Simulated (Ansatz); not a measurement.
This cell of Sb$_{2}$Te$_{3}$ (Bi2Te3 type, space group R-3m) is off equilibrium:

```
Sb2Te3
1.0
    2.21111     1.27659     9.04757
   -2.21111     1.27659     9.04757
    0.00000    -2.55317     9.04757
Sb Te
2 3
Direct
  0.39906   0.39906   0.39906
  0.60094   0.60094   0.60094
  0.00000   0.00000   0.00000
  0.21017   0.21017   0.21017
  0.78983   0.78983   0.78983
```

Level of theory: PBE-D3(BJ) (plane waves to 420 eV, PAW, scalar-relativistic; Ansatz, a quantum-chemistry and plane-wave program). k mesh 9×9×9 (Γ-centred), Fermi-Dirac smearing 0.05 eV. The energy includes the smearing's −TS. Compression counts positive. As the atoms are clamped, bonds stretch with the cell, which overstates energies and stresses. As the smearing reaches across the gap at some points, the response to shear is sensitive to the k mesh, so small differences along c/a are uncertain. Sb2Te3 was relaxed with its symmetry unable to fall. Spin-orbit coupling is left out, though Sb and Te are heavy.

Give the stress tensor in GPa and the pressure.


```
    0.6      0.0      0.0
    0.0      0.6      0.0
    0.0      0.0      3.9
```
The pressure, a third of the trace, is 1.7 GPa.

It is the relaxed cell deformed to V/V₀ = 0.973, (c/a)/(c/a)₀ = 0.880, c along z, fractional positions held. What is its energy relative to the relaxed cell?

38 meV/atom.

(A scan under strain: stresses follow from slopes of the energy per volume, elastic moduli from its curvatures.)
